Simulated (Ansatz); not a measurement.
## LiH: rattling a relaxed structure

It was reached by relaxing an invented guess, and it needn't be the stable form of this composition.

Theory: DFT PBE, scalar-relativistic, plane waves, PAW (Ansatz 0.2.0). Cutoff 420 eV; k points 12×12×2 on the computed 10-atom cell (Γ-centred); Gaussian smearing, width 0.02 eV; no spin polarisation.

The cell below (10 atoms, space group P-3m1 (No. 164)) is relaxed within its symmetry.

```cif
data_structure
_symmetry_space_group_name_H-M 'P 1'
_symmetry_Int_Tables_number 1
_cell_length_a 2.8125
_cell_length_b 2.8125
_cell_length_c 11.8418
_cell_angle_alpha 90.000
_cell_angle_beta 90.000
_cell_angle_gamma 120.000
_cell_volume 81.12
loop_
_atom_site_label
_atom_site_type_symbol
_atom_site_fract_x
_atom_site_fract_y
_atom_site_fract_z
_atom_site_occupancy
Li1 Li 0.00000 0.00000 0.79298 1
Li2 Li 0.00000 0.00000 0.00000 1
Li3 Li 0.00000 0.00000 0.20702 1
Li4 Li 0.33333 0.66667 0.40230 1
Li5 Li 0.66667 0.33333 0.59770 1
H1 H 0.33333 0.66667 0.69541 1
H2 H 0.66667 0.33333 0.89658 1
H3 H 0.33333 0.66667 0.10342 1
H4 H 0.66667 0.33333 0.30459 1
H5 H 0.00000 0.00000 0.50000 1
```

For the test it was strained at random (σ = 1.5 % a component), the atoms were moved at random (σ = 0.05 Å), and all was relaxed again on a coarse 6×6×1 mesh (in the run’s order of axes) with 0.10 eV smearing, with no symmetry imposed.

**Question.** What happens?

**Answer.** It returns, within 1 meV/atom of the unmoved cell on that mesh and with the same symmetry when read at 0.1 Å (P1 at 0.01 Å, so small strains and shifts remain). No instability shows in this cell; modes of other wave vectors, which need another repeat, aren't tested.
